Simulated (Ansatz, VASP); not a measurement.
## GaN: VASP beside Ansatz

Contents of INCAR:

```
PREC     = Accurate       # precision mode
ENCUT    = 520            # plane-wave cutoff, eV
EDIFF    = 1E-6           # SCF threshold, eV
ISMEAR   = 0              # smearing method
SIGMA    = 0.05           # smearing width, eV
LREAL    = False          # projectors in reciprocal space
LASPH    = True           # aspherical terms in the spheres
NELM     = 80             # most SCF steps
ALGO     = Normal         # electronic algorithm
ISIF     = 2              # what is computed and relaxed
LWAVE    = False          # write WAVECAR
LCHARG   = False          # write CHGCAR
GGA      = PS             # functional
NBANDS   = 26             # bands
```

File KPOINTS:

```
Automatic mesh
0
Gamma
  12 12 6
```

POSCAR

```
GaN
1.0
    3.1825784872      0.0000000000      0.0000000000
   -1.5912892436      2.7561938194      0.0000000000
    0.0000000000      0.0000000000      5.3409888619
Ga N
2 2
Direct
    0.3333333333      0.6666666667      0.9991941071
    0.6666666667      0.3333333333      0.4991941071
    0.3333333333      0.6666666667      0.3758058929
    0.6666666667      0.3333333333      0.8758058929
```

Input for Ansatz:

```yaml
crystal:
  lattice:
    - [3.1825784872, 0.0, 0.0]
    - [-1.5912892436, 2.7561938194, 0.0]
    - [0.0, 0.0, 5.3409888619]
  atoms:
    - { symbol: Ga, position: [0.3333333333, 0.6666666667, 0.9991941071] }
    - { symbol: Ga, position: [0.6666666667, 0.3333333333, 0.4991941071] }
    - { symbol: "N", position: [0.3333333333, 0.6666666667, 0.3758058929] }
    - { symbol: "N", position: [0.6666666667, 0.3333333333, 0.8758058929] }
basis:
  ecutwfc: 420
kpoints:
  mp_grid: { grid: [12, 12, 6] }
hamiltonian:
  xc: pbesol
scf:
  occupations: { method: gaussian, width: 0.05 }
output:
  forces: true
  stress: true
  eigenvalues: true
```

Change from the starting cell: strain +0.000 along x and y, +0.030 along z, atoms carried along.

Alike in both runs: task single point; functional PBEsol; k mesh 12 × 12 × 6; occupations gaussian, width 0.05 eV; no spin polarisation.

|  | VASP | Ansatz |
| --- | --- | --- |
| version | VASP 6.6.1 | Ansatz 0.2.0 |
| potentials or method | VASP PAW PBE potentials, release 64 (Ga_d, N) | scalar-relativistic, plane waves, PAW |
| plane-wave cutoff (eV) | 520 | 420 |
| valence electrons in the cell | 36 | 36 |

|  | VASP | Ansatz | Ansatz less VASP |
| --- | --- | --- | --- |
| gap on the k mesh at the Fermi level (eV) | 1.61 | 1.59 | -0.016 |
| least direct gap on the mesh (eV) | 1.61 | 1.59 | -0.016 |
| pressure (GPa) | -5.1 | -5.0 | +0.17 |
| largest component of the traceless stress (GPa) | 6.59 | 6.61 | +0.021 |
| rms of the force components (eV/Å) | 0.114 | 0.117 | +0.0038 |

Atom by atom the forces differ by 0.004 eV/Å (rms over components). The functional is the same, so the differences come from potentials, cutoffs and numerics.

Caveats: the PAW data sets were made with another functional, which shifts forces and pressure a little (VASP).
